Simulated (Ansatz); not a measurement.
**Vibrational response of PtSe₂ at 2 GPa**

All numbers below come from DFT PBE, scalar-relativistic, plane waves, PAW (Ansatz). Plane waves to 420 eV; Γ-centred k mesh 12×12×8; Fermi-Dirac smearing of 0.15 eV. No spin polarisation. Phonons by linear response, acoustic sum rule imposed.

The cell, relaxed at 2 GPa:
```xyz
3
Lattice="3.7816 0.0000 0.0000 -1.8908 3.2750 0.0000 0.0000 0.0000 4.9917" Properties=species:S:1:pos:R:3 pbc="T T T"
Pt    0.0000    0.0000    0.0000
Se    0.0000    2.1833    1.2848
Se    1.8908    1.0917    3.7069
```

In a metal, frequencies and elastic constants depend on the k mesh and the smearing, soft modes and shear constants most. Spin–orbit coupling is left out, which matters for heavy elements. A semilocal functional can close a gap that the real compound has.

(1) Is this structure stable against zone-centre distortions?

(2) List the optical modes at Γ (i marks imaginary ones).

Results:

(1) Yes, at Γ: no optical mode is imaginary. Strains and other wave vectors aren't tested by this run.

(2)
```tsv
frequency (cm⁻¹)	degeneracy
156	2
195	1
208	2
212	1
```

Cost: 1 run of about 8.2 core-minutes, on Arm Neoverse N1 (shared hosts).